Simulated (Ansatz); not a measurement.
# Changed inputs in constrained RPA: Te2Mo (1H sheet)

Aim: hold the target of a cRPA run on Te2Mo (1H sheet) and move one thing at a time.

Calculated with Ansatz 0.2.0; constrained RPA on LDA, plane waves, PAW.

### Step 1. The starting structure

The cell holds 3 atoms: 1 Mo and 2 Te. Cell: a = 3.467 Å, b = 3.467 Å, c = 31.232 Å, α = 90.0°, β = 90.0°, γ = 120.0°. Vacuum lies along c.

The structure was relaxed with LDA. The structure was generated from a model, not taken from a measurement. The runs that relaxed it are not among those shown. The program's search for lower electronic states was switched off, so nothing shows that the state found is the lowest. Spin-orbit coupling is left out unless a step names it. The default PAW set here is soft_2. Its files were made with PBE. The Coulomb interaction is cut off across the vacuum.

### Step 2. Base: Mo d + anion p, bands v7 to c4, 6×6×1 mesh, medium accuracy

Constrained RPA screens the interaction with every transition except those inside the target bands, which a later many-body model would treat itself.

input.yaml reads:

```yaml
crystal:
  lattice:
    - [-3.00214567, 1.73328961, 0.0]
    - [0.0, -3.46657923, 0.0]
    - [0.0, 0.0, 31.23161672]
  atoms:
    - { symbol: Mo, position: [0.0, 0.0, 0.3096908754] }
    - { symbol: Te, position: [0.3333333333, 0.6666666667, 0.367161021] }
    - { symbol: Te, position: [0.3333333333, 0.6666666667, 0.2522207298] }
  periodic: [true, true, false]
kpoints:
  mp_grid: { grid: [12, 12, 1] }
hamiltonian:
  xc: lda
scf:
  occupations: { method: gaussian, width: 0.08 }
  n_extra_bands: 19
  max_iter: 150
  lower_state_search: "off"
output:
  crpa:
    kmesh: [6, 6, 1]
    target_bands: [v7, c4]
    projections: [{ species: Mo, l: d, shell: 4 }, { species: Te, l: p, shell: 5 }]
  local_orbitals:
    kmesh: [12, 12, 1]
    orbitals: [{ species: Mo, l: d, shell: 4 }, { species: Te, l: p, shell: 5 }]
    window: { bands: [v7, c4] }
    seedname: lo
```

Command:

```
> ansatz run input.yaml --threads 8 --pin off --max-ram 14745MiB --backend cpu --events-out ev --progress --plain --runs-dir out
```

Numbers of over 12 decimals in the logs are rounded to 6 here.

The program printed:

```text
scf.n_extra_bands = 19 over 23 filled bands (N_el = 46.0): the run solves 42 bands
Engine: ansatz 0.2.0, aarch64-unknown-linux-gnu
Pseudopotentials: kind: paw
Pseudopotential: Mo, paw, valence charge 14, recommended cutoff 420 eV (normal), Mo.paw.azcp
Pseudopotential: Te, paw, valence charge 16, recommended cutoff 420 eV (normal), Te.paw.azcp
Functional definition: SPW92
  exchange = slater_x
  correlation = pw_c
Crystal: 3 atoms, lattice volume = 325.033 Å³
Basis set: ecut = 420 eV, 6327 PW (Γ)
Bands: 42, of which v1, the nominal top of the filled ones, is band 23 counted from 1 (22 counted from 0)
Symmetry: 12 space group operations
Space group: P-6m2 (ITA 187), of the structure as read, at distance tolerance 6.9e-5 Å
k-points: 19 of 144 (time reversal used)
Non-local potential: Mo, projectors of the file, l = 0: 3, l = 1: 2, l = 2: 2, l = 3: 1
Non-local potential: Te, projectors of the file, l = 0: 2, l = 1: 2, l = 2: 2, l = 3: 2
PAW form: soft (Blöchl's): semilocal exchange-correlation on the pseudo side does not see the compensation charge
PAW frozen core: Mo, regenerated for the run's functional, and the local potential with it (the file was generated under x = pbe(κ = 0.804, μ = 0.219515), c = pbe(β = 0.066725))
PAW frozen core: Te, regenerated for the run's functional, and the local potential with it (the file was generated under x = pbe(κ = 0.804, μ = 0.219515), c = pbe(β = 0.066725))
PAW one-centre angular grid: Mo, 590 points (default); XC on 64 Gauss nodes
PAW one-centre angular grid: Te, 590 points (default); XC on 64 Gauss nodes
Initial density: superposition of atomic densities (neutral atoms: chi_scale 0, normalization atom), corrected by the library's trained network
Initial wavefunctions: pseudopotential atomic-orbital guess
Functional: x = slater, c = lda
SCF iter   1: F=—  HF=-18497.970483 eV  |F-HF|=—  |Δ(HF+E_count)|=         —  Δρ=3.56e-3  dr2=1.98e-2  ethr=1.77e-3  ⟨swp⟩=12.8  Hψ=6177  notcnv=0  defer=132
preconditioner: auto → Resta (q_TF=auto, 1.970 Å⁻¹)  ε∞=1.5  [insulator: Δε(μ)=1.270 eV  Ē_g=11.861 eV  σ=0.080 eV  W_gap=1.00  n_scr=18 (ndim 8)  ℏωp=8.7 eV  f_vac=0.752  D(μ)=0.00/eV (n_scr^D=0)  ε∞_Penn≈1.5  vacuum switching on, ρ_ref=1.0e-2 e/Å³]
SCF iter   2: F=—  HF=-18497.970357 eV  |F-HF|=—  |Δ(HF+E_count)|=   1.25e-4  Δρ=1.85e-3  dr2=1.07e-2  ethr=4.31e-5  ⟨swp⟩=2.5  Hψ=1287  notcnv=0  defer=199
SCF iter   3: F=—  HF=-18497.975943 eV  |F-HF|=—  |Δ(HF+E_count)|=   5.59e-3  Δρ=2.20e-3  dr2=5.55e-2  ethr=2.33e-5  ⟨swp⟩=3.9  Hψ=1330  notcnv=0  defer=199  recentre
SCF iter   4: F=—  HF=-18497.970099 eV  |F-HF|=—  |Δ(HF+E_count)|=   5.84e-3  Δρ=2.48e-4  dr2=1.14e-4  ethr=2.33e-5  ⟨swp⟩=2.7  Hψ=836  notcnv=0  defer=199
[...]
--- Per-component energies (eV) ---
  E_band       = -1370.396826
  E_kinetic    = 809.293340
  E_local      = -113290.539492  (includes V_loc(G=0)·N_el)
  E_nonlocal   = -460.066909
  E_hartree    = 56462.749284
  E_xc         = -431.608871
  E_vxc        = -440.352502  (∫ρ·V_xc dr)
  E_paw        = -12110.744574  (= ΣΔE_a)
  E_vpaw       = -914.226060  (= ΣTr[D̂ρ^β])
  E_aug_tail   = -0.000334  (compensation charges beyond the density's cutoff)
  E_ewald      = 50521.117291
  E_core_change = 1.830139  (= ΣΔE_core)
  E_smearing   = -0.000000  (= −TS)
  E_closure    = 0.000000  (closes the sum)
  Σ components = -18497.970128   (vs F -18497.970128, Δ=0.00e0)
--- Band table (eV; the first three rows and the last of 19) ---
  k-point 0: bands = [... 19 lower, -6.7728, -5.9470, -5.9470, -5.7170, -1.7723 (-1.7723°), -1.7723 (-1.7723°), -1.4645 (-1.4645°), -1.4645 (-1.4645°), ... 15 higher]
  k-point 1: bands = [... 19 lower, -6.6856, -6.0819, -5.8702, -5.7148, -2.2043, -2.0921, -1.6927 (-1.6927°), -1.6893 (-1.6893°), ... 15 higher]
  k-point 2: bands = [... 19 lower, -6.4385, -6.4133, -5.9252, -5.7694, -3.0478, -2.7746, -2.2135, -1.5111 (-1.5111°), ... 15 higher]
  k-point 18: bands = [... 19 lower, -8.1924, -8.0500, -6.8967, -5.1278, -3.8877, -3.2477, -2.3744, -0.7490, ... 15 higher]
  ° read free of the cell's end (the report's vacuum.weakly_bound_levels)
  °? not known for the slab's own: over its row's bound_up_to_ev there, or no deeper under its free states than its continued_xc_part_ev in size
--- cRPA (band scheme, projected local orbitals): target bands 17..27 (1-based), 11 Wannier function(s), 6×6×1 mesh, 54 bands' worth read of 59 solved, ecut_chi 136.0 eV, v(q+G=0) probe_charge, pair densities all_electron ---
  bands read: the sum over 54 bands ends inside a degenerate multiplet in 1 slot, whose members it reads at an even weight; the widest, k=0: bands 54 to 55 (counted from 1) at 1/2 each
  χ-basis size per q: N_G = 1164..1205
  window electrons = 14.0000, filled by tetrahedron_uncorrected; constrained ε̄⁻¹(q = 0, 0) head = 0.776111; min gauge Gram eig = 0.6746
  Kanamori averages over each shell's own Wannier functions (sites counted from 0, functions from 1):
  Each shell's averages of U are screened by what lies outside the whole window alone: parameters of one model of all the shells.
    Site 0, 4D, 5 of 5 d orbitals (Wannier functions 1, 2, 3, 4, 5; wannier90's mr 1, 2, 3, 4, 5):
      screened: U = 5.7637 eV, U' = 5.0650 eV, J = 0.3595 eV
      screened, to within: U = 1.5e-2 eV, U' = 1.5e-2 eV, J = 5.9e-4 eV
      bare: V = 12.8544 eV, V' = 11.9203 eV, J = 0.4800 eV
    Site 1, 5P, 3 of 3 p orbitals (Wannier functions 6, 7, 8; wannier90's mr 1, 2, 3):
      screened: U = 5.0609 eV, U' = 4.3797 eV, J = 0.3613 eV
      screened, to within: U = 1.7e-2 eV, U' = 1.7e-2 eV, J = 7.3e-4 eV
      bare: V = 9.6885 eV, V' = 8.6064 eV, J = 0.5748 eV
    Site 2, 5P, 3 of 3 p orbitals (Wannier functions 9, 10, 11; wannier90's mr 1, 2, 3):
      screened: U = 5.0609 eV, U' = 4.3797 eV, J = 0.3613 eV
      screened, to within: U = 1.7e-2 eV, U' = 1.7e-2 eV, J = 7.3e-4 eV
      bare: V = 9.6885 eV, V' = 8.6064 eV, J = 0.5748 eV
  Hermiticity witness max|P − P†| over intra, direct and exchange elements: 9.33e-15 eV (screened), 3.55e-15 eV (bare)
  Reality witness max|Im| over intra, direct and exchange elements: 6.26e-10 eV (screened), 3.26e-16 eV (bare)
[key lines of the parts left out:]
SCF converged after 7 iterations
Free energy (F): -18497.970128 eV
Fermi energy:    -4.507750 eV
```

Elapsed: 6.1 min, on 8 threads of Arm Neoverse V2, shared host; peak memory 3.5 GiB.

In the SCF lines HF is the Harris–Foulkes energy and dr2 the Hartree energy of the density residual, in eV; the loop may stop once dr2 is under the threshold and the program's other checks hold. Hψ counts applications of the Hamiltonian.

Numbers from this step:

```yaml
u: 5.764 eV
u_prime_inter_orbital: 5.065 eV
j: 0.3595 eV
bare_v: 12.85 eV
bare_j: 0.4800 eV
stated_bound_on_u: 0.01496 eV
u_over_bare_v: 0.4484
electrons_in_the_window: 14
head_of_the_constrained_inverse_dielectric_matrix: 0.7761
least_eigenvalue_of_the_projection_s_overlap: 0.6746
target_functions: 11
bands_in_the_sums: 54
r_m_s_miss_of_the_model_bands: 0.002156 eV
width_of_the_target_bands: 10.01 eV
weight_of_the_projected_orbitals_in_the_window: 0.9358
```

On the Mo d shell, screening brings the on-site interaction from 12.9 eV down to U = 5.76 eV.

### Step 3. Changed: 3×3×1 mesh

input.yaml, the sections that differ from step 2:

```yaml
output:
  crpa:
    kmesh: [3, 3, 1]
    target_bands: [v7, c4]
    projections: [{ species: Mo, l: d, shell: 4 }, { species: Te, l: p, shell: 5 }]
# crystal, kpoints, hamiltonian, scf: as in step 2
```

The program printed:

```text
[...]
Crystal: 3 atoms, lattice volume = 325.033 Å³
Basis set: ecut = 420 eV, 6327 PW (Γ)
Bands: 42, of which v1, the nominal top of the filled ones, is band 23 counted from 1 (22 counted from 0)
Symmetry: 12 space group operations
[...]
k-points: 19 of 144 (time reversal used)
[...]
SCF iter   1: F=—  HF=-18497.970483 eV  |F-HF|=—  |Δ(HF+E_count)|=         —  Δρ=3.56e-3  dr2=1.98e-2  ethr=1.77e-3  ⟨swp⟩=12.8  Hψ=6177  notcnv=0  defer=132
[...]
SCF iter   7: F=-18497.970128 eV  HF=-18497.970128 eV  |F-HF|=5.56e-9  |Δ(HF+E_count)|=   5.68e-8  Δρ=3.89e-6  dr2=6.02e-8  ethr=2.17e-10  ⟨swp⟩=20.6  Hψ=7490  notcnv=0
SCF 1 converged in 7 iterations: F = -18497.970128 eV  dr2 = 6.02e-8
[...]
NSCF: frozen V_eff on 3 k-points
[...]
cRPA screening: q 1/9
cRPA screening: q 2/9
cRPA screening: q 4/9
cRPA screening: q 8/9 (q-point 5)
SCF converged after 7 iterations
[...]
k-point 2: bands = [... 19 lower, -6.4385, -6.4133, -5.9252, -5.7694, -3.0478, -2.7746, -2.2135, -1.5111 (-1.5111°), ... 15 higher]
  k-point 18: bands = [... 19 lower, -8.1924, -8.0500, -6.8967, -5.1278, -3.8877, -3.2477, -2.3744, -0.7490, ... 15 higher]
  ° read free of the cell's end (the report's vacuum.weakly_bound_levels)
[...]
χ-basis size per q: N_G = 1170..1205
[...]
screened: U = 5.6433 eV, U' = 4.9409 eV, J = 0.3592 eV
      screened, to within: U = 1.8e-2 eV, U' = 1.8e-2 eV, J = 6.7e-4 eV
      bare: V = 12.9691 eV, V' = 12.0284 eV, J = 0.4808 eV
    Site 1, 5P, 3 of 3 p orbitals (Wannier functions 6, 7, 8; wannier90's mr 1, 2, 3):
      screened: U = 5.1641 eV, U' = 4.4587 eV, J = 0.3744 eV
      screened, to within: U = 1.9e-2 eV, U' = 1.8e-2 eV, J = 8.1e-4 eV
      bare: V = 9.9923 eV, V' = 8.8802 eV, J = 0.5899 eV
    Site 2, 5P, 3 of 3 p orbitals (Wannier functions 9, 10, 11; wannier90's mr 1, 2, 3):
      screened: U = 5.1641 eV, U' = 4.4587 eV, J = 0.3744 eV
      screened, to within: U = 1.9e-2 eV, U' = 1.8e-2 eV, J = 8.1e-4 eV
      bare: V = 9.9923 eV, V' = 8.8802 eV, J = 0.5899 eV
[...]
[key lines of the parts left out:]
Free energy (F): -18497.970128 eV
Fermi energy:    -4.507750 eV
```

It took 49 s on 8 threads; peak memory 3.3 GiB; 6.1 min of CPU time.

Numbers from this step:

```yaml
u: 5.643 eV
u_prime_inter_orbital: 4.941 eV
j: 0.3592 eV
bare_v: 12.97 eV
bare_j: 0.4808 eV
stated_bound_on_u: 0.01703 eV
u_over_bare_v: 0.4351
electrons_in_the_window: 14
head_of_the_constrained_inverse_dielectric_matrix: 0.7245
least_eigenvalue_of_the_projection_s_overlap: 0.7098
target_functions: 11
bands_in_the_sums: 54
width_of_the_target_bands: 10.01 eV
weight_of_the_projected_orbitals_in_the_window: 0.9358
```

On the Mo d shell, screening brings the on-site interaction from 13.0 eV down to U = 5.64 eV.

### Step 4. Changed: smooth pair densities

input.yaml: that of step 3 with these lines changed.

```diff
@@ -21,4 +21,5 @@
   crpa:
-    kmesh: [3, 3, 1]
+    kmesh: [6, 6, 1]
     target_bands: [v7, c4]
     projections: [{ species: Mo, l: d, shell: 4 }, { species: Te, l: p, shell: 5 }]
+    pair_densities: pseudo
```

The program printed:

```text
[...]
Crystal: 3 atoms, lattice volume = 325.033 Å³
Basis set: ecut = 420 eV, 6327 PW (Γ)
Bands: 42, of which v1, the nominal top of the filled ones, is band 23 counted from 1 (22 counted from 0)
Symmetry: 12 space group operations
[...]
k-points: 19 of 144 (time reversal used)
[...]
screened, sum over states alone: U = 5.4090 eV, U' = 4.5537 eV, J = 0.4555 eV
      bare: V = 9.6885 eV, V' = 8.6064 eV, J = 0.5748 eV
    Site 2, 5P, 3 of 3 p orbitals (Wannier functions 9, 10, 11; wannier90's mr 1, 2, 3):
      screened: U = 5.0722 eV, U' = 4.3751 eV, J = 0.3695 eV
      screened, to within: U = 1.5e-2 eV, U' = 1.5e-2 eV, J = 3.7e-4 eV
      screened, sum over states alone: U = 5.4090 eV, U' = 4.5537 eV, J = 0.4555 eV
      bare: V = 9.6885 eV, V' = 8.6064 eV, J = 0.5748 eV
[...]
[key lines of the parts left out:]
SCF converged after 7 iterations
Free energy (F): -18497.970128 eV
Fermi energy:    -4.507750 eV
```

Run time: 5.4 min. Hardware: 8 threads; peak memory 3.1 GiB; 42 min of CPU time.

Numbers from this step:

* U: 5.773 eV
* U prime (inter-orbital): 5.065 eV
* J: 0.3641 eV
* bare V: 12.85 eV
* bare J: 0.4800 eV
* stated bound on U: 0.01339 eV
* U over bare V: 0.4491
* electrons in the window: 14
* head of the constrained inverse dielectric matrix: 0.7762
* least eigenvalue of the projection's overlap: 0.6746
* target functions: 11
* bands in the sums: 54
* width of the target bands: 10.01 eV
* weight of the projected orbitals in the window: 0.9358

On the Mo d shell, screening brings the on-site interaction from 12.9 eV down to U = 5.77 eV.

### Step 5. Changed: sums over states

input.yaml: that of step 4 with these lines changed.

```diff
@@ -24,2 +24,4 @@
     projections: [{ species: Mo, l: d, shell: 4 }, { species: Te, l: p, shell: 5 }]
-    pair_densities: pseudo
+    accuracy: sum_over_states
+    n_empty_bands: 92
+    ecut_chi: 70
```

The program printed:

```text
[...]
Crystal: 3 atoms, lattice volume = 325.033 Å³
Basis set: ecut = 420 eV, 6327 PW (Γ)
Bands: 42, of which v1, the nominal top of the filled ones, is band 23 counted from 1 (22 counted from 0)
Symmetry: 12 space group operations
[...]
k-points: 19 of 144 (time reversal used)
[...]
screened: U = 5.8842 eV, U' = 5.1318 eV, J = 0.3876 eV
      bare: V = 12.8544 eV, V' = 11.9203 eV, J = 0.4800 eV
    Site 1, 5P, 3 of 3 p orbitals (Wannier functions 6, 7, 8; wannier90's mr 1, 2, 3):
      screened: U = 5.1373 eV, U' = 4.4184 eV, J = 0.3815 eV
      bare: V = 9.6885 eV, V' = 8.6064 eV, J = 0.5748 eV
    Site 2, 5P, 3 of 3 p orbitals (Wannier functions 9, 10, 11; wannier90's mr 1, 2, 3):
      screened: U = 5.1373 eV, U' = 4.4184 eV, J = 0.3815 eV
      bare: V = 9.6885 eV, V' = 8.6064 eV, J = 0.5748 eV
[...]
[key lines of the parts left out:]
SCF converged after 7 iterations
Free energy (F): -18497.970128 eV
Fermi energy:    -4.507750 eV
```

Wall time 37 s (8 threads); peak memory 1.9 GiB; 4.6 min of CPU time.

This variant gives U = 5.88 eV against 5.76 eV. It is a finite sum over empty states with no bound on its error and stays out of the table below.

### Step 6. Changed: a keyword of another program

input.yaml: that of step 5 with these lines changed.

```diff
@@ -24,4 +24,2 @@
     projections: [{ species: Mo, l: d, shell: 4 }, { species: Te, l: p, shell: 5 }]
-    accuracy: sum_over_states
-    n_empty_bands: 92
-    ecut_chi: 70
+    NCRPA_BANDS: 1
```

The program printed:

```text
Error: YAML parse error: error: line 25 column 5: unknown field `NCRPA_BANDS`, expected one of accuracy, bounded_pairs, pair_densities, n_empty_bands, n_guard_bands, ecut_chi, kmesh, target_bands, projections
  --> <input>:25:5
   |
23 |     target_bands: [v7, c4]
24 |     projections: [{ species: Mo, l: d, shell: 4 }, { species: Te, l: …
25 |     NCRPA_BANDS: 1
   |     ^ unknown field `NCRPA_BANDS`, expected one of accuracy, bounded_pairs, pair_densities, n_empty_bands, n_guard_bands, ecut_chi, kmesh, target_bands, projections
```

It took 0.02 s on 8 threads; peak memory 0.023 GiB.

The input was rejected at the start.

The program's message: “Error: YAML parse error: error: line 25 column 5: unknown field `NCRPA_BANDS`, expected one of accuracy, bounded_pairs, pair_densities, n_empty_bands, n_guard_bands, ecut_chi, kmesh, target_bands, pro …”

The fault put into this input: a keyword of another program.

(Part 1 of 2 ends here.)

[Paths, hosts, dates, memory and timing lines, banners, echoed tables and standing remarks are left out of the program output.]

[Logs are printed without paths, hosts, clocks, repeated set-up lines and the standing remarks that a program may print on its own settings, such as how far it seeks lower states.]

[Runs of the session that timed out or met a known fault of the program may be left out.]

[Hosts, paths, dates, database ids (printed as entryN), source tags and the programs' standing remarks are cut or masked in the printed files.]
